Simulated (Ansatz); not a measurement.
A 6-atom cell of Cu2O started from a crystallographic database, 6 atoms and 88 valence electrons in a cell of about 77 Å³, was run 14 times in the PAW code Ansatz, each time on 4 threads of Arm Neoverse V2, with other jobs on the host.

| run | k mesh | irreducible k | cutoff (eV) | plane waves | bands | SCF iterations | wall time | peak host memory (GiB) |
| --- | --- | --- | --- | --- | --- | --- | --- | --- |
| relaxation, PBE | 6×6×6 | 20 | 420 | 1551 | 53 | 46 | ? | ? |
| relaxation, r2SCAN | 6×6×6 | 20 | 500 | 1935 | 53 | 34 | 11 s | 0.58 |
| bands, PBE | 6×6×6 | 20 | 420 | 1503 | 49 | 7 | ? | ? |
| single point, r2SCAN | 6×6×6 | 20 | 500 | 1935 | 49 | 9 | ? | ? |
| single point, HSE06 | 4×4×4 | 10 | 420 | 1503 | 49 | 18 | ? | ? |
| single point, PBE0 | 4×4×4 | 10 | 420 | 1503 | 49 | 20 | ? | ? |
| single point, LDA | 6×6×6 | 20 | 420 | 1503 | 49 | 8 | 1.5 s | 0.4 |
| relaxation, PBEsol | 6×6×6 | 20 | 420 | 1419 | 53 | 47 | 6.6 s | 0.43 |
| Γ phonons, PBEsol | 6×6×6 | 68 | 420 | 1419 | 53 | 16 | 53 s | 1.4 |
| field response, r2SCAN | 6×6×6 | 40 | 500 | 1935 | 53 | 16 | ? | ? |
| field response, PBE | 6×6×6 | 40 | 420 | 1503 | 53 | 16 | 30 s | 0.9 |
| single point, DDH-PBE0 | 4×4×4 | 10 | 420 | 1503 | 49 | 15 | ? | ? |
| relaxation, LDA | 6×6×6 | 20 | 420 | 1365 | 53 | 48 | 6.6 s | 0.42 |
| single point, Hartree-Fock | 4×4×4 | 10 | 420 | 1503 | 49 | 32 | 37 s | 1.1 |

Task: Estimate the missing times and memories.

Result:
```csv
run,wall time,peak host memory (GiB)
"relaxation, PBE",6.8 s,0.43
"single point, r2SCAN",2.9 s,0.56
"single point, HSE06",31 s,1.1
"single point, PBE0",31 s,1.1
"single point, DDH-PBE0",48 s,1.2
"field response, r2SCAN",57 s,1.4
"bands, PBE",2.7 s,0.4
```
